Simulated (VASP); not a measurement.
Input of a VASP 6.6.1 run:

INCAR

```
SYSTEM = Be16H
PREC = Accurate
ENCUT = 520
EDIFF = 1E-6
ISMEAR = -1
SIGMA = 0.15
LREAL = Auto
LASPH = .True.
NELM = 100
ALGO = Fast
ISIF = 2
LWAVE = .False.
LCHARG = .False.
GGA = PE
IVDW = 12
NBANDS = 30
```

Contents of KPOINTS:

```
Automatic mesh
0
Gamma
  3 3 2
  0 0 0
```

The input POSCAR:

```
Be16H
1.0
   -2.2900000000     -3.9663960000      0.0000000000
    3.4350000000     -1.9831980000      0.0000000000
    0.0000000000      0.0000000000      7.1768600000
Be H
16 1
Direct
    0.7501440220      0.5076940590      0.0045774265
    0.4986487649      0.3352177539      0.2506522260
    0.7498311066      0.4936795564      0.4960826946
    0.4923012519      0.3393908874      0.7455534047
    0.4922940683     -0.0069124908      0.0045172804
    0.2496832377      0.8308739349      0.2531409152
    0.4986002212     -0.0011834881      0.4994502467
    0.2493693682      0.8324144962      0.7487153771
    0.2492814609      0.5014630511      0.0020840901
    0.0006958327      0.3352439996      0.2505206189
    0.2496116189      0.5031863533      0.4969059255
    0.0077479906      0.3386774233      0.7455824984
    0.0079879659     -0.0063175647      0.0046445870
    0.7498533770      0.8408941176      0.2537751218
    0.0008002734     -0.0012017975      0.4996091123
    0.7501921521      0.8276480073      0.7450041495
    0.7446878877      0.1754821012      0.8743048254
```

Potentials or basis: VASP PAW PBE potentials, release 64 (Be, H).

The run is started by

```bash
$ cat potpaw_PBE.64/Be/POTCAR potpaw_PBE.64/H/POTCAR > POTCAR
$ mpirun -np 1 vasp_std > vasp.out
```

(1) What does it give for the largest force?

(2) Estimate the pressure.

(3) Predict the dispersion energy per atom.

## Answers

(1) 0.075 eV/Å.

(2) -7.4 GPa.

(3) -0.336 eV.

Caveat: the k mesh is coarse (spacing up to 0.53 Å⁻¹), so the values aren't converged.
